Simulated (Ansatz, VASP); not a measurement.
## One calculation of LiHF2, two programs

```
CELL_PARAMETERS angstrom
1.44279 0.83299 4.22137
-1.44279 0.83299 4.22137
0.00000 -1.66599 4.22137
ATOMIC_POSITIONS crystal
Li 0.00000 0.00000 0.00000
H 0.50000 0.50000 0.50000
F 0.41251 0.41251 0.41251
F 0.58749 0.58749 0.58749
```

Change from the starting cell: strain -0.0250 x Voigt [0, 0, 1, 0, 0, 0], atoms carried along.

Alike in both runs: task single point; functional LDA; k mesh 9 × 9 × 9; occupations gaussian, width 0.05 eV; no spin polarisation.

|  | VASP | Ansatz |
| --- | --- | --- |
| version | VASP 6.6.1 | Ansatz 0.2.0 |
| potentials or method | VASP PAW LDA potentials, release 64 (Li_sv, H, F) | scalar-relativistic, plane waves, PAW |
| plane-wave cutoff (eV) | 520 | 420 |
| valence electrons in the cell | 18 | 18 |

Ansatz gave:

| Item | Value |
| --- | --- |
| gap on the k mesh at the Fermi level (eV) | 8.48 |
| least direct gap on the mesh (eV) | 8.65 |
| rms of the force components (eV/Å) | 0.292 |

Problem. Which values does VASP return?

Solution. gap on the k mesh at the Fermi level (eV): 8.44; least direct gap on the mesh (eV): 8.62; rms of the force components (eV/Å): 0.332.

Atom by atom the forces differ by 0.040 eV/Å (rms over components).

Caveats: an odd mesh through Γ misses points on the zone boundary, where band edges often lie.
